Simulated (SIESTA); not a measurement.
Pb:

```
CELL_PARAMETERS angstrom
0.00000 2.47502 2.47502
2.47502 0.00000 2.47502
2.47502 2.47502 0.00000
ATOMIC_POSITIONS crystal
Pb 0.00000 0.00000 0.00000
```

Base run:

- Program: SIESTA 5.4.2
- Functional: RPBE
- Potentials or basis: PseudoDojo 0.4 standard (PBE files)
- Basis: DZP (energy shift 0.003 Ry; two zetas on semicore shells)
- Grid cutoff: 500 Ry
- Energy shift: 0.003 Ry
- k mesh: 9 × 9 × 9
- Occupations: fermi-dirac, width 0.05 eV
- Spin: no spin polarisation

Its results: band gap on the k mesh none (metal or under the smearing width); pressure 4.3 GPa.

Problem. After a change of settings the same cell gave: band gap on the k mesh none (metal or under the smearing width); pressure 0.3 GPa. Which change was it?
A. functional from RPBE to AM05; potentials or basis from PseudoDojo 0.4 standard (PBE files) to PseudoDojo 0.4 standard (PBEsol files)
B. functional from RPBE to PBE
C. functional from RPBE to PBE; basis from DZP (energy shift 0.003 Ry; two zetas on semicore shells) to DZ (energy shift 0.003 Ry; two zetas on semicore shells)

Solution. A.

Caveats: the potentials were made for another functional, which shifts forces and pressure; spin-orbit coupling is left out, which moves the levels of the heavy elements; the basis of atomic orbitals isn't converged, which shifts pressures, moduli and gaps.
